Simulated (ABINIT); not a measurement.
# GaSb (I-4m2) in ABINIT: band structure with SCAN

Aim: the band structure of GaSb with SCAN.

Everything below comes from runs of ABINIT 10.8.3 (patched build). Logs are shortened: lines on timing, memory, paths and dates and some standing lists are left out, and cuts for length are marked. The log counts tension as positive stress, the text compression.

### Step 1. The crystal as given

Symmetry: I-4m2, No. 119, tetragonal system. The conventional cell has a = 5.507 Å, b = 5.507 Å, c = 3.181 Å, α = 90.00°, β = 90.00°, γ = 90.00°. Around Sb (site symmetry -4m2) lie 4 Ga at 2.87 Å and 2 Sb at 3.18 Å. Ga (site symmetry -4m2) is surrounded by 4 Sb at 2.87 Å and 2 Ga at 3.18 Å.

Measurements of this composition are mostly on another form, of space group No. 216.

### Step 2. Band structure, SCAN

File run.abi:

```
# Datasets: ground state, then fixed potential
ndtset 2

# Pseudopotentials
pp_dirpath "./"
pseudos "Sb.GGA_PBE-JTH.xml, Ga.GGA_PBE-JTH.xml"

# Structure
acell 3*1.0
rprim
    -5.2032361622     5.2032361622     3.0060005745
     5.2032361622    -5.2032361622     3.0060005745
     5.2032361622     5.2032361622    -3.0060005745
ntypat 2
znucl 51 31
natom 2
typat 1 2
xred
     0.0000000000     0.0000000000     0.0000000000
     0.7500000000     0.2500000000     0.5000000000

# Plane-wave basis
ecut 20.0
pawecutdg 40.0

# Exchange and correlation
ixc -263267
usekden 1
pawxcdev 0

# Bands and occupations
occopt 3
tsmear 0.00183747

# SCF cycle
nstep 100

# Output
iomode 3
prtwf 0
prteig 0
prtebands 0
prtden1 1
prtkden1 1

# Dataset 1
kptopt1 1
ngkpt1 10 10 10
nshiftk1 1
shiftk1 0.0 0.0 0.0
nband1 18
tolvrs1 1.0e-7

# Dataset 2: bands along G-X-M-G-Z-P-N-Z1-M
iscf2 -2
getden2 1
getkden2 1
nband2 24
nbdbuf2 4
tolwfr2 1.0e-11
kptopt2 -8
ndivsm2 6
prteig2 1
prtvol2 -3
kptbounds2
     0.0000000000     0.0000000000     0.0000000000
     0.0000000000     0.0000000000     0.5000000000
    -0.5000000000     0.5000000000     0.5000000000
     0.0000000000     0.0000000000     0.0000000000
     0.3334393767     0.3334393767    -0.3334393767
     0.2500000000     0.2500000000     0.2500000000
     0.0000000000     0.5000000000     0.0000000000
    -0.3334393767     0.6665606233     0.3334393767
    -0.5000000000     0.5000000000     0.5000000000
```

Potentials or basis: JTH PAW PBE v2.0.

On the command line:

```
> abinit run.abi > log 2>&1
```

run.abo:

```text
.Version 10.8.3 of ABINIT
 DATASET    1 : space group I-4 m 2 (#119); Bravais tI (body-center tetrag.)
================================================================================
 Values of the parameters that define the memory need for DATASET  1.
     intxc =       0    ionmov =       0      iscf =      17    lmnmax =      18
     lnmax =       6     mgfft =      32  mpssoang =       3    mqgrid =    3001
     natom =       2  nloc_mem =       2    nspden =       1   nspinor =       1
    nsppol =       1      nsym =       8    n1xccc =       1    ntypat =       2
    occopt =       3   xclevel =       2
       mpw =        1410          nfft =       32768          nkpt =         102
 PAW method is used; the additional fine FFT grid is defined by:
   mgfftf=        48    nfftf =    110592
================================================================================
================================================================================

 DATASET    2 : space group I-4 m 2 (#119); Bravais tI (body-center tetrag.)
================================================================================
 Values of the parameters that define the memory need for DATASET  2.
     intxc =       0    ionmov =       0      iscf =      -2    lmnmax =      18
     lnmax =       6     mgfft =      32  mpssoang =       3    mqgrid =    3001
     natom =       2  nloc_mem =       2    nspden =       1   nspinor =       1
    nsppol =       1      nsym =       8    n1xccc =       1    ntypat =       2
    occopt =       3   xclevel =       2
       mpw =        1426          nfft =       32768          nkpt =          72
 PAW method is used; the additional fine FFT grid is defined by:
   mgfftf=        48    nfftf =    110592
================================================================================
================================================================================

--------------------------------------------------------------------------------
------------- Echo of variables that govern the present computation ------------
--------------------------------------------------------------------------------
 -outvars: echo values of preprocessed input variables --------
            acell      1.0000000000E+00  1.0000000000E+00  1.0000000000E+00 Bohr
              amu      1.21753000E+02  6.97230000E+01
             ecut      2.00000000E+01 Hartree
           getden1          0
           getden2          1
          getkden1          0
          getkden2          1
             iscf1         17
             iscf2         -2
              ixc     -263267
           jdtset        1    2
           kptopt1          1
           kptopt2         -8
         kptrlatt       10    0    0      0   10    0      0    0   10
          kptrlen1     6.01200115E+01
          kptrlen2     3.00000000E+01
            natom           2
            nband1         18
            nband2         24
           nbdbuf1          0
           nbdbuf2          4
           ndtset           2
           ndivsm1          0
           ndivsm2          6
            ngfft          32      32      32
          ngfftdg          48      48      48
             nkpt1        102
             nkpt2         72
            nstep         100
             nsym           8
           ntypat           2
           occopt           3
        pawecutdg      4.00000000E+01 Hartree
         pawxcdev           0
        prtebands           0
           prteig1          0
[... 279 lines left out ...]
  3.69E-12  3.03E-12  5.20E-12  7.24E-12  1.28E-09  1.84E-08  4.01E-07  8.57E-09
 -8.7088E-01 -8.6737E-01 -8.6734E-01 -8.6731E-01 -8.6731E-01 -3.3650E-01
 -3.3375E-01 -3.3318E-01 -3.3210E-01 -3.3210E-01 -2.3123E-01  1.0888E-01
  1.5608E-01  1.5608E-01  3.6597E-01  4.1311E-01  4.9149E-01  4.9149E-01
  5.1404E-01  6.2144E-01  6.5523E-01  6.7033E-01  6.7033E-01  6.7117E-01
 Non-SCF case, kpt    2 (  0.00000  0.00000  0.06250), residuals and eigenvalues=
  6.85E-12  8.04E-12  8.85E-12  8.61E-12  6.96E-12  9.82E-12  5.73E-12  5.99E-12
  7.62E-12  3.98E-12  9.68E-12  8.58E-12  4.19E-12  9.79E-12  9.16E-12  2.90E-12
[... 551 lines left out ...]
  6.52E-12  5.97E-12  6.17E-12  5.02E-12  5.30E-12  8.22E-12  5.38E-12  6.54E-12
  2.42E-12  4.07E-12  4.28E-12  5.92E-12  4.78E-09  3.79E-06  3.93E-04  3.72E-06
 -8.7078E-01 -8.6759E-01 -8.6723E-01 -8.6723E-01 -8.6688E-01 -3.3696E-01
 -3.3609E-01 -3.3199E-01 -3.3191E-01 -3.3191E-01 -1.3007E-01 -2.5495E-03
  4.0265E-02  4.0265E-02  3.2906E-01  4.4248E-01  6.1381E-01  6.1381E-01
  6.9281E-01  7.5287E-01  7.5287E-01  7.8423E-01  8.0358E-01  8.2123E-01
 Non-SCF case, kpt   72 ( -0.50000  0.50000  0.50000), residuals and eigenvalues=
  5.46E-12  7.87E-12  6.60E-12  9.71E-12  8.70E-12  4.74E-12  5.21E-12  3.30E-12
  7.84E-12  5.54E-12  4.05E-12  8.31E-12  3.68E-12  8.81E-12  3.24E-12  5.55E-12
  3.00E-12  5.51E-12  9.71E-12  2.55E-12  3.54E-11  1.60E-09  1.44E-06  4.31E-05
 -8.7089E-01 -8.6759E-01 -8.6720E-01 -8.6720E-01 -8.6689E-01 -3.3699E-01
 -3.3621E-01 -3.3199E-01 -3.3186E-01 -3.3186E-01 -1.3114E-01 -3.6529E-03
  3.8942E-02  3.8942E-02  3.5506E-01  4.1853E-01  6.1661E-01  6.1661E-01
  7.3084E-01  7.4162E-01  7.7021E-01  7.7021E-01  8.1281E-01  8.1535E-01

Result for kinetic energy density :

--------------------------------------------------------------------------------
 Total kinetic energy density [Ha/Bohr^3]
)     Maximum=    3.1717E-01  at reduced coord.    0.7917    0.3542    0.5625
)     Minimum=    3.7087E-03  at reduced coord.    0.0625    0.5625    0.1458
   Integrated=    9.0110E+00
--------------------------------------------------------------------------------

--- !ResultsGS
iteration_state: {dtset: 2, }
comment   : Summary of ground state results
lattice_vectors:
- [ -5.2032362,   5.2032362,   3.0060006, ]
- [  5.2032362,  -5.2032362,   3.0060006, ]
- [  5.2032362,   5.2032362,  -3.0060006, ]
lattice_lengths: [   7.94880,    7.94880,    7.94880, ]
lattice_angles: [ 98.222,  98.222, 135.559, ] # degrees, (23, 13, 12)
lattice_volume:   3.2553383E+02
convergence: {deltae:  0.000E+00, res2:  0.000E+00, residm:  9.986E-12, diffor:  0.000E+00, }
etotal    :  -1.35361096E+02
entropy   :   0.00000000E+00
fermie    :   2.25225779E-01
cartesian_stress_tensor: null
pressure_GPa: null
xred      :
- [  0.0000E+00,   0.0000E+00,   0.0000E+00, Sb]
- [  7.5000E-01,   2.5000E-01,   5.0000E-01, Ga]
cartesian_forces: null
force_length_stats: {min: null, max: null, mean: null, }
...

 Integrated electronic density in atomic spheres:
 ------------------------------------------------
 Atom  Sphere_radius  Integrated_density
    1        2.40089         12.44549108
    2        2.10359         10.99234566

================================================================================

 ----iterations are completed or convergence reached----

 Mean square residual over all n,k,spin=   62.507E-13; max=  99.861E-13
 reduced coordinates (array xred) for    2 atoms
       0.000000000000      0.000000000000      0.000000000000
       0.750000000000      0.250000000000      0.500000000000

 cartesian coordinates (angstrom) at end:
    1      0.00000000000000     0.00000000000000     0.00000000000000
    2      0.00000000000000     2.75343399811466     0.79535349945379
 length scales=  1.000000000000  1.000000000000  1.000000000000 bohr
              =  0.529177210544  0.529177210544  0.529177210544 angstroms
 Eigenvalues (hartree) for nkpt=  72  k points:
 kpt#   1, nband= 24, wtk=  1.00000, kpt=  0.0000  0.0000  0.0000 (reduced coord)
  -0.87088   -0.86737   -0.86734   -0.86731   -0.86731   -0.33650   -0.33375   -0.33318
  -0.33210   -0.33210   -0.23123    0.10888    0.15608    0.15608    0.36597    0.41311
   0.49149    0.49149    0.51404    0.62144    0.65523    0.67033    0.67033    0.67117
 kpt#   2, nband= 24, wtk=  1.00000, kpt=  0.0000  0.0000  0.0625 (reduced coord)
  -0.87089   -0.86737   -0.86734   -0.86731   -0.86730   -0.33648   -0.33378   -0.33316
  -0.33210   -0.33209   -0.22992    0.09138    0.15765    0.17081    0.37286    0.41073
   0.47886    0.48492    0.51818    0.61496    0.65238    0.65768    0.67910    0.67931
 kpt#   3, nband= 24, wtk=  1.00000, kpt=  0.0000  0.0000  0.1250 (reduced coord)
  -0.87089   -0.86735   -0.86734   -0.86731   -0.86729   -0.33643   -0.33387   -0.33311
  -0.33211   -0.33205   -0.22600    0.06049    0.16231    0.19383    0.39291    0.40337
   0.45663    0.46771    0.51744    0.60253    0.64023    0.65969    0.69400    0.69794
 kpt#   4, nband= 24, wtk=  1.00000, kpt=  0.0000  0.0000  0.1875 (reduced coord)
  -0.87088   -0.86737   -0.86731   -0.86730   -0.86727   -0.33637   -0.33401   -0.33304
  -0.33212   -0.33199   -0.21958    0.02794    0.16998    0.21497    0.38998    0.42155
   0.43534    0.44746    0.50987    0.59034    0.62538    0.67983    0.71449    0.72132
 kpt#   5, nband= 24, wtk=  1.00000, kpt=  0.0000  0.0000  0.2500 (reduced coord)
[... 257 lines left out ...]
  -0.33232   -0.33200   -0.12163    0.00613    0.05075    0.05075    0.24201    0.48780
   0.58496    0.58496    0.65838    0.71291    0.71291    0.73698    0.83701    0.84004
 kpt#  70, nband= 24, wtk=  1.00000, kpt= -0.4524  0.5476  0.4524 (reduced coord)
  -0.87047   -0.86757   -0.86734   -0.86734   -0.86688   -0.33684   -0.33574   -0.33207
  -0.33207   -0.33200   -0.12687    0.00074    0.04422    0.04422    0.28596    0.47532
   0.60402    0.60402    0.66219    0.72838    0.72838    0.77281    0.82951    0.82991
 kpt#  71, nband= 24, wtk=  1.00000, kpt= -0.4762  0.5238  0.4762 (reduced coord)
  -0.87078   -0.86759   -0.86723   -0.86723   -0.86688   -0.33696   -0.33609   -0.33199
  -0.33191   -0.33191   -0.13007   -0.00255    0.04026    0.04026    0.32906    0.44248
   0.61381    0.61381    0.69281    0.75287    0.75287    0.78423    0.80358    0.82123
 kpt#  72, nband= 24, wtk=  1.00000, kpt= -0.5000  0.5000  0.5000 (reduced coord)
  -0.87089   -0.86759   -0.86720   -0.86720   -0.86689   -0.33699   -0.33621   -0.33199
  -0.33186   -0.33186   -0.13114   -0.00365    0.03894    0.03894    0.35506    0.41853
   0.61661    0.61661    0.73084    0.74162    0.77021    0.77021    0.81281    0.81535

== END DATASET(S) ==============================================================
================================================================================

 -outvars: echo values of variables after computation  --------
            acell      1.0000000000E+00  1.0000000000E+00  1.0000000000E+00 Bohr
           etotal1    -1.3536109633E+02
            fcart1     1.7465433713E-28  1.3584226221E-28 -3.4053869769E-45
                      -1.7465433713E-28 -1.3584226221E-28  3.4053869769E-45
            rprim     -5.2032361622E+00  5.2032361622E+00  3.0060005745E+00
                       5.2032361622E+00 -5.2032361622E+00  3.0060005745E+00
                       5.2032361622E+00  5.2032361622E+00 -3.0060005745E+00
           strten1     6.9469700912E-05  6.9469700912E-05  1.0199856334E-04
                       0.0000000000E+00  0.0000000000E+00  0.0000000000E+00
           xangst      0.0000000000E+00  0.0000000000E+00  0.0000000000E+00
                       8.2155598227E-17  2.7534339981E+00  7.9535349945E-01
             xred      0.0000000000E+00  0.0000000000E+00  0.0000000000E+00
                       7.5000000000E-01  2.5000000000E-01  5.0000000000E-01
 Calculation completed.
```

Wall time 8.3 min (1 thread of Arm Neoverse V1, shared host); peak memory 0.21 GiB.

What came out:

```yaml
Free_energy: -3683.3631 eV
Pressure: -2.4 GPa
Band_gap_on_the_k_mesh: none (metal or under the smearing width)
Valence_electrons_inside_the_program's_atomic_spheres: Sb 12.45; Ga 10.99
```

Levels at the corners of the path, in eV from the Fermi level:
```
point  band 12  band 13  band 14  band 15  band 16  band 17
    Γ    -3.17    -1.88    -1.88     3.83     5.11     7.25
    X    -8.37     0.07     1.85     2.28     2.46     4.69
    M    -6.23    -5.07    -5.07     3.53     5.26    10.65
    Γ    -3.17    -1.88    -1.88     3.83     5.11     7.25
    Z    -5.12    -3.40    -3.40    -3.14     3.99     6.43
    P    -5.50    -4.53    -3.19     3.85     3.92     4.46
    N    -5.84    -2.57    -1.47    -1.21     2.64     3.37
   Z1    -5.12    -3.40    -3.40    -3.14     3.99     6.43
    M    -6.23    -5.07    -5.07     3.53     5.26    10.65
```

Caveat: the PAW data sets were made with another functional, which shifts forces and pressure a little; spin-orbit coupling is left out, which moves the levels of the heavy elements.

### Step 3. For comparison

An earlier run on the cell as given: functional PBE; potentials or basis JTH PAW PBE v2.0; cutoff 463 eV; k mesh 10 × 10 × 10; occupations fermi-dirac, width 0.05 eV; no spin polarisation.

- Pressure: -0.1 GPa
- Band gap on the k mesh: none (metal or under the smearing width)
- Valence electrons inside the program's atomic spheres: Sb 12.43; Ga 10.97
